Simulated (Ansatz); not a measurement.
Runs of Ansatz 0.2.0 on Be. Symmetry: P6_3/mmc, No. 194, hexagonal system. The conventional cell has a = 2.285 Å, b = 2.285 Å, c = 3.584 Å, α = 90.00°, β = 90.00°, γ = 120.00°. Be (site symmetry -6m2) has 12 Be at 2.23 to 2.29 Å as nearest neighbours. 

```tsv
task	level	potentials or basis	spin	cell	k mesh	cutoff (eV)	smearing	driver	points for each segment of the path	delta	atoms under strain	other keys	gap on the mesh (eV)	pressure (GPa)	moment (μB)	largest force (eV/Å)
electron localisation function	revPBE	PseudoDojo stringent	collinear, ferromagnetic start	as given	13 × 13 × 8	1442	cold 0.05 eV	chain	-	-	-	scf.n_extra_bands = 4	none	(a)	0.00	-
ladder of functionals	PBE+D3(BJ)-ATM	PseudoDojo stringent (PBE files)	off	atoms moved at random, drawn with an rms of 0.05 Å	10 × 10 × 6	1442	fermi-dirac 0.01 eV	-	-	-	-	-	none	-7.8	-	0.32
single point	HSE06+D3(BJ)	PseudoDojo PBEsol	off	as given	10 × 10 × 6	1197	fermi-dirac 0.05 eV	chain	-	-	-	-	none	-9.9	-	-
band structure	exchange-only PBE	PseudoDojo standard	collinear, ferrimagnetic start	atoms moved at random, drawn with an rms of 0.1 Å	10 × 10 × 6	1197	fermi-dirac 0.1 eV	chain	14	-	-	-	none	7.0	0.00	0.31
ladder of functionals	PBE+D3(BJ)+ATM	PseudoDojo stringent	off	atoms moved at random, drawn with an rms of 0.05 Å	10 × 10 × 6	1442	fermi-dirac 0.01 eV	chain	-	-	-	-	none	-7.8	-	0.32
atomic charges	LDA	Ansatz NC or PseudoDojo by element	off	cell strained at random at fixed volume	10 × 10 × 6	1197	fermi-dirac 0.01 eV	chain	-	-	-	-	none	-7.6	-	0.06
```

Q: Estimate the missing entries.

A: (a) 0.6.

Caveats: the potentials were made for another functional, which shifts forces and pressure (some runs); pairwise dispersion overbinds metals, which lowers pressure and volume (some runs); the starting moments weren't kept (some runs); the thresholds are loose for stress (some runs).

A gap of «none» marks a metal or a gap under the smearing width.
